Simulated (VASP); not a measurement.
# Co (P-3m1) in VASP: further runs

Runs on Co. Level: LDA. Tasks: single point.

Program: VASP 6.6.1. These are calculated values, not measurements. Logs are shortened: lines on timing, memory, paths and dates and some standing lists are left out, and cuts for length are marked.

**1. Starting point**

It takes space group P-3m1 (No. 164, trigonal). Conventional cell: a = 2.487 Å, b = 2.487 Å, c = 4.063 Å, α = 90.00°, β = 90.00°, γ = 120.00°. Co (site symmetry 3m) is surrounded by 12 Co at 2.42 to 2.55 Å.

**2. Single point, LDA, collinear spin, ferromagnetic start**

INCAR

```
PREC = Accurate
ENCUT = 280
EDIFF = 1E-6
ISMEAR = -1
SIGMA = 0.1
LREAL = False
LASPH = True
NELM = 100
ALGO = Normal
ISIF = 2
LWAVE = False
LCHARG = False
ISPIN = 2
MAGMOM = 2 2
LORBIT = 11
LMAXMIX = 4
GGA = CA
NBANDS = 20
ADDGRID = False
```

KPOINTS

```
Automatic mesh
0
Gamma
  19 19 10
```

POSCAR

```
Co
1.0
    2.4873648738      0.0000000000      0.0000000000
   -1.2436824369      2.1541211692      0.0000000000
    0.0000000000      0.0000000000      4.0632895034
Co
2
Direct
    0.3333333333      0.6666666667      0.7401390000
    0.6666666667      0.3333333333      0.2598610000
```

Potentials or basis: VASP PAW LDA potentials, release 64 (Co).

Launch:

```bash
$ cat potpaw_LDA.64/Co/POTCAR > POTCAR
$ mpirun -np 1 vasp_std > vasp.out
```

OUTCAR:

```text
PREC = Accurate
   ENCUT = 280
   EDIFF = 1E-6
   ISMEAR = -1
   LREAL = False
   LASPH = True
   NELM = 100
   ISIF = 2
   ISPIN = 2
   LORBIT = 11
   GGA = CA

 Found    360 irreducible k-points:

 Following reciprocal coordinates:
            Coordinates               Weight
  0.000000  0.000000  0.000000      1.000000
  0.052632 -0.000000  0.000000      6.000000
  0.105263 -0.000000  0.000000      6.000000
  0.157895 -0.000000  0.000000      6.000000
  0.210526 -0.000000  0.000000      6.000000
  0.263158 -0.000000  0.000000      6.000000
   k-points           NKPTS =    360   k-points in BZ     NKDIM =    360   number of bands    NBANDS=     20
   number of dos      NEDOS =    301   number of ions     NIONS =      2
   total plane-waves  NPLWV =   4704
   dimension x,y,z NGX =    14 NGY =   14 NGZ =   24
   dimension x,y,z NGXF=    28 NGYF=   28 NGZF=   48
   ions per type =               2
   NGX,Y,Z   is equivalent  to a cutoff of   9.36,  9.36,  9.82 a.u.
   NGXF,Y,Z  is equivalent  to a cutoff of  18.71, 18.71, 19.64 a.u.
 SYSTEM =  unknown system
   PREC   = accura    normal or accurate (medium, high low for compatibility)
   ISTART =      0    job   : 0-new  1-cont  2-samecut
   ICHARG =      2    charge: 1-file 2-atom 10-const
   ISPIN  =      2    spin polarized calculation?
   LNONCOLLINEAR =      F non collinear calculations
   LSORBIT =      F    spin-orbit coupling
   LASPH  =      T    aspherical Exc in radial PAW
   ENCUT  =  280.0 eV  20.58 Ry    4.54 a.u.   3.39  3.39  5.54*2*pi/ulx,y,z
   NELM   =    100;   NELMIN=  2; NELMDL= -5     # of ELM steps
   EDIFF  = 0.1E-05   stopping-criterion for ELM
   LREAL  =      F    real-space projection
   EDIFFG = 0.1E-04   stopping-criterion for IOM
   NSW    =      0    number of steps for IOM
   IBRION =     -1    ionic relax: 0-MD 1-quasi-New 2-CG
   NFREE  =      0    steps in history (QN), initial steepest desc. (CG)
   ISIF   =      2    stress and relaxation
   ISYM   =      2    0-nonsym 1-usesym 2-fastsym
   POTIM  = 0.5000    time-step for ionic-motion
   TEBEG  =    0.0;   TEEND  =   0.0 temperature during run
   PSTRESS=    0.0 pullay stress
   NELECT =      18.0000    total number of electrons
   NUPDOWN=      -1.0000    fix difference up-down
   EMIN   =  10.00;   EMAX   =-10.00  energy-range for DOS
   EFERMI =   0.00;   METHOD = LEGACY
   ISMEAR =    -1;   SIGMA  =   0.10  broadening in eV -4-tet -1-fermi 0-gaus
   EFERMI_NEDOS =   21; number of points for ismear=-14 and -15
   IALGO  =     38    algorithm
   IMIX   =      4    mixing-type and parameters
     AMIX     =   0.40;   BMIX     =  1.00
     AMIX_MAG =   1.60;   BMIX_MAG =  1.00
  volume/ion in A,a.u.               =      10.89        73.46
  Fermi-wavevector in a.u.,A,eV,Ry     =   1.536514  2.903591 32.121660  2.360875
  Thomas-Fermi vector in A             =   2.643152
   LORBIT       =     11    0 simple, 1 ext, 2 COOP (PROOUT), +10 PAW based schemes
   GGA     = CA    functional components
   LHFCALC =     F    Hartree Fock is set to
   AEXX    =    0.0000 exact exchange contribution
   IVDW    =     0    specifies the selected vdW correction
   LEPSILON=     F    determine dielectric tensor
   LRPA    =     F    only Hartree local field effects (RPA)
 spin polarized calculation
  energy-cutoff  :      280.00
  volume of cell :       21.77
 maximum number of plane-waves:       246
 NGX is ok and might be reduce to    14
   NGX =  7   NGY =  7   NGZ = 11

 number of electron      17.9999999 magnetization       3.0854521

 Free energy of the ion-electron system (eV)
  ---------------------------------------------------
  ext. energy  EPLUGINS =         0.00000000
  ---------------------------------------------------
  free energy    TOTEN  =       -16.15597088 eV

  energy without entropy =      -16.08921435  energy(sigma->0) =      -16.12259261

 E-fermi :   9.8620     XC(G=0): -13.7153

 val. band max:        9.8618231903   @ k =  -0.0526   0.1579   0.2000
 cond. band min:       9.8650655871   @ k =   0.2105   0.0526   0.1000
 fundamental gap:      0.0032423968
 Fermi energy:         9.8619543655

 spin component 1

 k-point     1 :       0.0000    0.0000    0.0000
  band No.  band energies     occupation
      1       0.9713      1.00000
      2       4.8008      1.00000
      3       7.3597      1.00000
      4       7.4233      1.00000
      5       7.4233      1.00000
      6       7.7140      1.00000
[... 12 lines left out ...]
     19      35.9296      0.00000
     20      35.9296      0.00000

 k-point     2 :       0.0526   -0.0000    0.0000
  band No.  band energies     occupation
      1       1.0692      1.00000
      2       4.8623      1.00000
      3       7.2561      1.00000
      4       7.4695      1.00000
      5       7.5136      1.00000
      6       7.6894      1.00000
[... 12 lines left out ...]
     19      37.2060      0.00000
     20      37.6913      0.00000

 k-point     3 :       0.1053   -0.0000    0.0000
  band No.  band energies     occupation
      1       1.3592      1.00000
      2       5.0357      1.00000
      3       7.0969      1.00000
      4       7.5796      1.00000
      5       7.6053      1.00000
      6       7.6753      1.00000
[... 12 lines left out ...]
     19      36.3399      0.00000
     20      39.0723      0.00000

 k-point     4 :       0.1579   -0.0000    0.0000
  band No.  band energies     occupation
      1       1.8283      1.00000
      2       5.2824      1.00000
      3       6.9086      1.00000
      4       7.3023      1.00000
      5       7.5165      1.00000
      6       7.8021      1.00000
[... 12 lines left out ...]
     19      36.3640      0.00000
     20      38.3579      0.00000

 k-point     5 :       0.2105   -0.0000    0.0000
  band No.  band energies     occupation
      1       2.4511      1.00000
      2       5.5236      1.00000
      3       6.6841      1.00000
      4       6.8981      1.00000
      5       7.4165      1.00000
      6       7.7499      1.00000
[... 12 lines left out ...]
     19      35.0720      0.00000
     20      38.5522      0.00000

 k-point     6 :       0.2632   -0.0000    0.0000
  band No.  band energies     occupation
      1       3.1807      1.00000
      2       5.6418      1.00000
      3       6.3433      1.00000
      4       6.7764      1.00000
      5       7.3889      1.00000
      6       7.6248      1.00000
[... 12 lines left out ...]
     19      34.2799      0.00000
     20      37.7946      0.00000

 [... further k-points ...]

 spin component 2

 k-point     1 :       0.0000    0.0000    0.0000
  band No.  band energies     occupation
      1       1.1478      1.00000
      2       5.6823      1.00000
      3       8.7492      0.99999
      4       8.8356      0.99997
      5       8.8356      0.99997
      6       9.1551      0.99915
[... 12 lines left out ...]
     19      36.3406      0.00000
     20      36.3406      0.00000

 k-point     2 :       0.0526   -0.0000    0.0000
  band No.  band energies     occupation
      1       1.2461      1.00000
      2       5.7504      1.00000
      3       8.6344      1.00000
      4       8.8857      0.99994
      5       8.9280      0.99991
      6       9.1237      0.99938
[... 12 lines left out ...]
     19      37.6144      0.00000
     20      38.0409      0.00000

 k-point     3 :       0.1053   -0.0000    0.0000
  band No.  band energies     occupation
      1       1.5375      1.00000
      2       5.9439      1.00000
      3       8.4409      1.00000
      4       8.8659      0.99995
      5       9.0024      0.99982
      6       9.0327      0.99975
[... 12 lines left out ...]
     19      36.4679      0.00000
     20      39.4639      0.00000

 k-point     4 :       0.1579   -0.0000    0.0000
  band No.  band energies     occupation
      1       2.0109      1.00000
      2       6.2263      1.00000
      3       8.1680      1.00000
      4       8.3850      1.00000
      5       8.8940      0.99994
      6       9.2535      0.99773
[... 12 lines left out ...]
     19      36.6364      0.00000
     20      38.7298      0.00000

 k-point     5 :       0.2105   -0.0000    0.0000
  band No.  band energies     occupation
      1       2.6452      1.00000
      2       6.5229      1.00000
      3       7.7754      1.00000
      4       8.1000      1.00000
      5       8.7739      0.99998
      6       9.2161      0.99844
[... 12 lines left out ...]
     19      35.5206      0.00000
     20      38.7900      0.00000

 k-point     6 :       0.2632   -0.0000    0.0000
  band No.  band energies     occupation
      1       3.4044      1.00000
      2       6.7129      1.00000
      3       7.3968      1.00000
      4       7.9538      1.00000
      5       8.7201      0.99999
      6       9.0793      0.99960
[... 12 lines left out ...]
     19      34.4031      0.00000
     20      38.2272      0.00000

 [... further k-points ...]

------------------------ aborting loop because EDIFF is reached ----------------------------------------

  FORCE on cell =-STRESS in cart. coord.  units (eV):
  Direction    XX          YY          ZZ          XY          YZ          ZX
  --------------------------------------------------------------------------------------
  -------------------------------------------------------------------------------------
  Total       -2.6711841     -2.6711841     -2.9579418      0.0000000     -0.0000000      0.0000000
  in kB     -196.5744271   -196.5744271   -217.6771346      0.0000000     -0.0000000      0.0000000
  external PRESSURE =    -203.6086629 kB  Pullay stress =       0.0000000 kB

 VOLUME and BASIS-vectors are now :
 -----------------------------------------------------------------------------
  energy-cutoff  :      280.00
  volume of cell :       21.77
      direct lattice vectors                 reciprocal lattice vectors
     2.487364874  0.000000000  0.000000000     0.402031889  0.232113220  0.000000000
    -1.243682437  2.154121169  0.000000000     0.000000000  0.464226439  0.000000000
     0.000000000  0.000000000  4.063289503     0.000000000  0.000000000  0.246106018

 POSITION                                       TOTAL-FORCE (eV/Angst)
 -----------------------------------------------------------------------------------
     -0.00000      1.43608      3.00740        -0.000000     -0.000000      0.419535
      1.24368      0.71804      1.05589         0.000000      0.000000     -0.419535
 -----------------------------------------------------------------------------------
    total drift:                                0.000000      0.000000      0.000000

  FREE ENERGIE OF THE ION-ELECTRON SYSTEM (eV)
  ---------------------------------------------------
  free  energy   TOTEN  =       -16.1559708788 eV

  energy  without entropy=      -16.0892143508  energy(sigma->0) =      -16.12259261

 total charge

# of ion       s       p       d       tot
------------------------------------------
    1        0.489   0.514   7.273   8.276
    2        0.489   0.514   7.273   8.276
--------------------------------------------------
tot          0.977   1.029  14.546  16.551

 magnetization (x)

# of ion       s       p       d       tot
------------------------------------------
    1       -0.013  -0.038   1.599   1.548
    2       -0.013  -0.038   1.599   1.548
--------------------------------------------------
tot         -0.025  -0.076   3.198   3.097
```

Run time: 42 s. Hardware: 1 thread of Intel Xeon 6975P-C (Granite Rapids), shared host; peak memory 0.19 GiB.

The run converged, but some of its settings lie outside the range that counts as converged, so its numbers aren't taken as properties of the crystal.

Results:

* Free energy: -16.1560 eV
* Largest force: 0.420 eV/Å
* Band gap on the k mesh: none (metal or under the smearing width)
* Net moment: 3.09 μB per cell
* Site moments: Co +1.55 μB
* Valence electrons inside the program's atomic spheres: Co 8.28

Caveat: the cutoff is under 1.25 times the usual one of these potentials, so pressure, stress and relaxed cells hold a basis-set (Pulay) error.

**3. Single point, LDA, collinear spin, ferromagnetic start**

INCAR is that of step 2.

KPOINTS is that of step 2.

POSCAR

```
Co
1.0
    2.4873648738      0.0000000000      0.0000000000
   -1.2436824369      2.1541211692      0.0000000000
    0.0000000000      0.0000000000      4.0632895034
Co
2
Direct
    0.3275520000      0.6759820000      0.7288160000
    0.6891290000      0.3188900000      0.2643300000
```

Potentials or basis: VASP PAW LDA potentials, release 64 (Co).

Launch:

```bash
$ cat potpaw_LDA.64/Co/POTCAR > POTCAR
$ mpirun -np 1 vasp_std > vasp.out
```

Run time: 3.4 min. Hardware: 1 thread of Intel Xeon 6975P-C (Granite Rapids), shared host; peak memory 0.53 GiB.

These settings aren't checked as converged: the numbers below hold their error.

What came out:

```yaml
Free_energy: -16.0997 eV
Largest_force: 0.930 eV/Å
Band_gap_on_the_k_mesh: none (metal or under the smearing width)
Net_moment: 3.10 μB per cell
Site_moments: Co +1.55 μB
Valence_electrons_inside_the_program's_atomic_spheres: Co 8.29
```

Caveat: the cutoff is under 1.25 times the usual one of these potentials, so pressure, stress and relaxed cells hold a basis-set (Pulay) error.

**4. For comparison**

An earlier run on the cell as given: functional PBE; potentials or basis VASP PAW PBE potentials, release 64 (Co); cutoff 520 eV; k mesh 12 × 12 × 7; occupations fermi-dirac, width 0.05 eV; collinear spin, ferromagnetic start; starting moments [2.0, 2.0] μB.

* Pressure: 0.0 GPa
* Largest force: 0.481 eV/Å
* Band gap on the k mesh: none (metal or under the smearing width)
* Net moment: 3.26 μB per cell
* Site moments: Co +1.65 μB
* Valence electrons inside the program's atomic spheres: Co 8.27
